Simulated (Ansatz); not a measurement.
Geometry optimisation in Ansatz: input, command and trajectory.

```yaml
crystal:
  lattice:
    - [2.0523204888, -3.5937812049, 0.0]
    - [2.0523204888, 3.5937812049, 0.0]
    - [0.0, 0.0, 6.6696636201]
  atoms:
    - { symbol: Rb, position: [0.8364589559, 0.1635410441, 0.75] }
    - { symbol: Rb, position: [0.1635410441, 0.8364589559, 0.25] }
basis:
  ecutwfc: 420
kpoints:
  mp_grid: { grid: [12, 12, 6] }
hamiltonian:
  xc: pbe
scf:
  occupations: { method: gaussian, width: 0.1 }
output:
  forces: true
  stress: true
  eigenvalues: true
relax:
  adjacent_minimum: "off"
  f_tol: 0.008
  max_steps: 50
  cell: { stress_tol: 0.08, p_target: 12.0 }
```

```bash
ansatz run input.yaml --threads 1 --pin off --max-ram 1331MiB --backend cpu --events-out ev --progress --plain --runs-dir out
```

Computed with DFT PBE, scalar-relativistic, plane waves, PAW in Ansatz 0.2.0.

Of 7 frames 6 are shown, positions in Å and forces in eV/Å; the SCF threshold varies from step to step. Steps run on the plane waves of an earlier cell, with a Pulay correction in the pressure. The basis is chosen afresh for the last frame, the zero of the energies, and at times for earlier ones too; energy and pressure step there, also at an unchanged geometry. The relaxation lowers the enthalpy F + PV at the target pressure, so the free energy itself can rise.

```xyz
2
Lattice="2.0523 -3.5938 0.0000 2.0523 3.5938 0.0000 0.0000 0.0000 6.6697" Properties=species:S:1:pos:R:3:forces:R:3 pbc="T T T" step=1 free_energy_over_end_meV_per_atom=-665.45 pressure_GPa=5.16
Rb    2.0523   -2.4183    5.0022    0.0000    0.0009    0.0000
Rb    2.0523    2.4183    1.6674    0.0000   -0.0009    0.0000
2
Lattice="1.9522 -3.4197 0.0000 1.9522 3.4197 0.0000 0.0000 0.0000 6.3460" Properties=species:S:1:pos:R:3:forces:R:3 pbc="T T T" step=2 free_energy_over_end_meV_per_atom=-390.57 pressure_GPa=7.95
Rb    1.9522   -2.3025    4.7595    0.0000    0.0030    0.0000
Rb    1.9522    2.3025    1.5865    0.0000   -0.0030    0.0000
2
Lattice="1.8523 -3.2446 0.0000 1.8523 3.2446 0.0000 0.0000 0.0000 6.0648" Properties=species:S:1:pos:R:3:forces:R:3 pbc="T T T" step=3 free_energy_over_end_meV_per_atom=-33.13 pressure_GPa=11.67
Rb    1.8523   -2.1827    4.5486    0.0000    0.0042    0.0000
Rb    1.8523    2.1827    1.5162    0.0000   -0.0042    0.0000
2
Lattice="1.8421 -3.2215 0.0000 1.8421 3.2215 0.0000 0.0000 0.0000 6.0631" Properties=species:S:1:pos:R:3:forces:R:3 pbc="T T T" step=4 free_energy_over_end_meV_per_atom=1.35 pressure_GPa=12.03
Rb    1.8421   -2.1637    4.5473    0.0000    0.0033    0.0000
Rb    1.8421    2.1637    1.5158    0.0000   -0.0033    0.0000
2
Lattice="1.8406 -3.2133 0.0000 1.8406 3.2133 0.0000 0.0000 0.0000 6.0793" Properties=species:S:1:pos:R:3:forces:R:3 pbc="T T T" step=5 free_energy_over_end_meV_per_atom=3.06 pressure_GPa=12.04
Rb    1.8406   -2.1547    4.5595    0.0000    0.0023    0.0000
Rb    1.8406    2.1547    1.5198    0.0000   -0.0023    0.0000
2
Lattice="1.8408 -3.2022 0.0000 1.8408 3.2022 0.0000 0.0000 0.0000 6.1066" Properties=species:S:1:pos:R:3:forces:R:3 pbc="T T T" step=7 free_energy_over_end_meV_per_atom=0.00 pressure_GPa=12.01
Rb    1.8408   -2.1403    4.5799    0.0000    0.0007    0.0000
Rb    1.8408    2.1403    1.5266    0.0000   -0.0007    0.0000
```